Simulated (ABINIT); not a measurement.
The system is I.

```xyz
1
Lattice="0.0000 2.3656 3.9098 2.1922 0.0000 3.9098 2.1922 2.3656 0.0000" Properties=species:S:1:pos:R:3 pbc="T T T"
I     0.0000    0.0000    0.0000
```

```yaml
Program: ABINIT 10.8.3 (patched build)
Task: relaxation of cell and atoms
Functional: LDA
Potentials_or_basis: PseudoDojo NC SR LDA v0.4.1 standard
Cutoff: 952 eV
k_mesh: 7 × 7 × 7
Occupations: fermi-dirac, width 0.05 eV
Spin: no spin polarisation
```

At the start: pressure -2.1 GPa; volume 40.55 Å³/atom.

Question: How do energy, volume and symmetry change on relaxing?

Answer: Over 15 steps the energy falls by 30.0 meV/atom and the volume is 35.49 Å³/atom (-12.5 %); space group Fmmm (No. 69, to 0.05 Å).

Step by step:
```
step  energy change (eV)  largest force (eV/Å)  pressure (GPa)  volume (Å³)
   1              0.0000                0.0000           -2.14        40.55
   2             -0.0039                0.0000           -1.96        40.29
   3             -0.0185                0.0000            0.09        37.97
   4             -0.0191                0.0000           -0.23        38.23
   5             -0.0195                0.0000           -0.31        38.24
   6             -0.0233                0.0000           -0.73        37.86
   7             -0.0268                0.0000           -0.82        36.92
   8             -0.0289                0.0000           -0.47        35.94
   9             -0.0297                0.0000           -0.08        35.57
  10             -0.0298                0.0000            0.02        35.57
  11             -0.0298                0.0000            0.02        35.57
  12             -0.0300                0.0000            0.05        35.49
  13             -0.0300                0.0000            0.02        35.49
  14             -0.0300                0.0000            0.00        35.49
  15             -0.0300                0.0000            0.00        35.49
```

Final structure:
```xyz
1
Lattice="0.0000 2.2686 3.5726 2.1892 0.0000 3.5726 2.1892 2.2686 0.0000" Properties=species:S:1:pos:R:3 pbc="T T T"
I     0.0000    0.0000    0.0000
```

Caveat: an odd number of electrons without spin polarisation forces a metal; a magnetic or distorted state may lie lower.
